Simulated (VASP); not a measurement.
The system is BaS.

```
Ba S
1.0
     0.00000    3.19375    3.19375
     3.19375    0.00000    3.19375
     3.19375    3.19375    0.00000
Ba S
1 1
Direct
  0.00000 0.00000 0.00000
  0.50000 0.50000 0.50000
```

| Item | Value |
| --- | --- |
| Program | VASP 6.6.1 |
| Task | relaxation of cell and atoms |
| Functional | PBE |
| Potentials or basis | VASP PAW PBE potentials, release 64 (Ba_sv, S) |
| Cutoff | 600 eV |
| k mesh | 8 × 8 × 8 |
| Occupations | gaussian, width 0.02 eV |
| Spin | no spin polarisation |

At the start: pressure 1.4 GPa; volume 32.58 Å³/atom.

**Question.** How do energy, volume and symmetry change on relaxing?

**Answer.** Over 3 steps the energy falls by 4.7 meV/atom and the volume is 33.65 Å³/atom (+3.3 %); space group Fm-3m (No. 225, to 0.05 Å).

The path:
```
step  energy change (eV)  largest force (eV/Å)  pressure (GPa)  volume (Å³)
   1              0.0000                0.0000            1.44        65.15
   2             -0.0085                0.0000           -0.39        67.95
   3             -0.0093                0.0000            0.00        67.29
```

Final structure:
```yaml
crystal:
  lattice:
    - [0.00000, 3.22835, 3.22835]
    - [3.22835, 0.00000, 3.22835]
    - [3.22835, 3.22835, 0.00000]
  atoms:
    - { symbol: Ba, position: [0.00000, 0.00000, 0.00000] }
    - { symbol: S, position: [0.50000, 0.50000, 0.50000] }
```
